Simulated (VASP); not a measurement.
Here is a VASP 6.6.1 calculation.

File INCAR:

```
SYSTEM = InSe
ALGO = Normal ; EDIFF = 1E-7
ENCUT = 520 ; GGA = PE
ISIF = 2 ; ISMEAR = -1
LASPH = .TRUE. ; LCHARG = .FALSE.
LREAL = .FALSE. ; LWAVE = .FALSE.
NBANDS = 27 ; NELM = 100
PREC = Accurate ; SIGMA = 0.05
```

KPOINTS

```
k-points
0
G
  7 7 6
  0 0 0
```

The input POSCAR:

```
InSe
1.0
    5.8263928781     -2.0546489550      0.0000000000
    5.8263928781      2.0546489550      0.0000000000
   -1.7232330140      0.0000000000      4.7713478577
In Se
2 2
Direct
    0.8882032500      0.8882032500      0.0468413600
    0.1117967500      0.1117967500      0.9531586400
    0.6609275900      0.6609275900      0.6689556200
    0.3390724100      0.3390724100      0.3310443800
```

Potentials or basis: VASP PAW PBE potentials, release 64 (In_d, Se).

Run with:

```console
$ cat potpaw_PBE.64/In_d/POTCAR potpaw_PBE.64/Se/POTCAR > POTCAR
$ mpirun -np 1 vasp_std > vasp.out
```

Question: What does it give for the pressure?

Answer: 1.5 GPa.

Question: What does it give for the largest force?

Answer: 0.252 eV/Å.

Question: What does it give for the band gap on the k mesh?

Answer: 1.14 eV, indirect (least direct gap 1.22 eV).

Stress tensor (GPa, compression positive):
```
1.48 0.00 0.05
0.00 1.61 0.00
0.05 0.00 1.54
```

Caveat: spin-orbit coupling is left out, which moves the levels of the heavy elements; an odd mesh through Γ misses points on the zone boundary, where band edges often lie.
